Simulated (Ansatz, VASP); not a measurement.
This is a calculation of C for VASP 6.6.1.

INCAR

```
PREC = Accurate ; ENCUT = 520
EDIFF = 1E-7 ; ISMEAR = -1
SIGMA = 0.05 ; LREAL = F
LASPH = T ; NELM = 60
ALGO = Normal ; ISIF = 2
LWAVE = F ; LCHARG = T
GGA = PE ; LELF = T
LVHAR = T ; NBANDS = 11
```

KPOINTS

```
Automatic mesh
0
Gamma
  13 13 13
```

File POSCAR:

```
C
1.0
    0.0000000000      1.7833700000      1.7833700000
    1.7833700000      0.0000000000      1.7833700000
    1.7833700000      1.7833700000      0.0000000000
C
2
Direct
    0.7500000000      0.7500000000      0.7500000000
    0.5000000000      0.5000000000      0.5000000000
```

Potentials or basis: VASP PAW PBE potentials, release 64 (C).

Run with:

```console
$ cat potpaw_PBE.64/C/POTCAR > POTCAR
$ mpirun -np 1 vasp_std > vasp.out
```

Set up the same calculation for Ansatz 0.2.0. Potentials there: Ansatz PAW.

As run (the cutoff follows the program's own potentials):

Contents of input.yaml:

```yaml
crystal:
  lattice:
    - [0.0, 1.78337, 1.78337]
    - [1.78337, 0.0, 1.78337]
    - [1.78337, 1.78337, 0.0]
  atoms:
    - { symbol: C, position: [0.75, 0.75, 0.75] }
    - { symbol: C, position: [0.5, 0.5, 0.5] }
hamiltonian:
  xc: pbe
  pseudopotentials: { kind: paw }
kpoints:
  mp_grid: { grid: [13, 13, 13] }
scf:
  occupations: { method: fermi_dirac, width: 0.05 }
output:
  forces: true
  stress: true
  eigenvalues: true
```

Potentials or basis: Ansatz PAW.

Run with:

```bash
$ ansatz run input.yaml --threads 1 --pin off --max-ram 3584MiB --backend cpu --events-out ev --progress --plain --runs-dir out
```

Both were run:

|  | VASP | Ansatz | Ansatz less VASP |
| --- | --- | --- | --- |
| gap on the k mesh at the Fermi level (eV) | 4.14 | 4.15 | +0.008 |
| least direct gap on the mesh (eV) | 5.59 | 5.59 | +0.004 |
| pressure (GPa) | 2.5 | 1.8 | -0.68 |

Caveats: an odd mesh through Γ misses points on the zone boundary, where band edges often lie (VASP); odd divisions of the mesh miss points on the zone boundary, where band edges often lie, so the gap on the mesh can be too wide (Ansatz); the pressure holds a Pulay correction of +1.0 GPa for the finite cutoff (Ansatz). A hybrid or GW would open this gap; PBE tends to underestimate it.
